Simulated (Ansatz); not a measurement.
## Settings and field gradients in BaTiO₃

Cell: a structure deposited in the COD.

```
Ba Ti O
1.0
     3.98410    0.00000    0.00000
     0.00000    2.83705    2.84580
     0.00000   -2.83705    2.84580
Ba Ti O
1 1 3
Direct
  0.00000 0.00000 0.00000
  0.50000 0.50790 0.50790
  0.00000 0.49210 0.49210
  0.50000 0.50251 0.99371
  0.50000 0.99371 0.50251
```

Sites (sets of like atoms) are named by element and the number of their first atom in this list.

Reference run. Method: Kohn–Sham DFT in Ansatz, PBE, plane waves and PAW, scalar-relativistic, 420 eV cutoff, Γ-centred 8×8×8 k-points, Fermi–Dirac smearing 0.02 eV.

It gives V_zz (10²¹ V/m²) O4 2.57 (η 0.05), Ti -0.63 (η 0.07), Ba -0.13 (η 0.24), among others. Each of these runs changes the input as listed (caps on SCF iterations aside):

A. hamiltonian.pseudopotentials: {kind: paw} → {kind: paw, source: jth}; kpoints.mp_grid.grid: [8, 8, 8] → [3, 3, 3]
B. kpoints.mp_grid.grid: [8, 8, 8] → [10, 10, 10]; hamiltonian.pseudopotentials: {kind: paw} → {kind: paw_fr}; magnetization: not typed → {noncollinear: true, spin_orbit: true}

Question: Which of these changes matter for the gradients?

Answer: 

```csv
run,O4 V_zz (η),Ti V_zz (η),Ba V_zz (η),"largest change of a gradient tensor, all atoms",note
A,2.17 (0.06),-0.62 (0.12),-0.15 (0.07),0.40,converged; another set of PAW files; cutoff taken 1380 eV; mesh coarser than the reference's
B,2.56 (0.05),-0.64 (0.07),-0.13 (0.24),0.00,converged
```

Run A moves them most, on O4 (V_zz from 2.57 to 2.17).

Run A changes hamiltonian.pseudopotentials, kpoints.mp_grid.grid together, so the table can't tell their shares apart.

On the reference run: The values hang on the deposited positions: relaxing the atoms moves V_zz on Ba from -0.13 to 0.55, on Ti from -0.63 to 0.87, on O4 from 2.57 to 1.96. Without spin–orbit coupling (the program notes it for Ba) the gradients are little affected as a rule: paired runs on crystals with a gap mostly move them by under 2 % at such atoms.
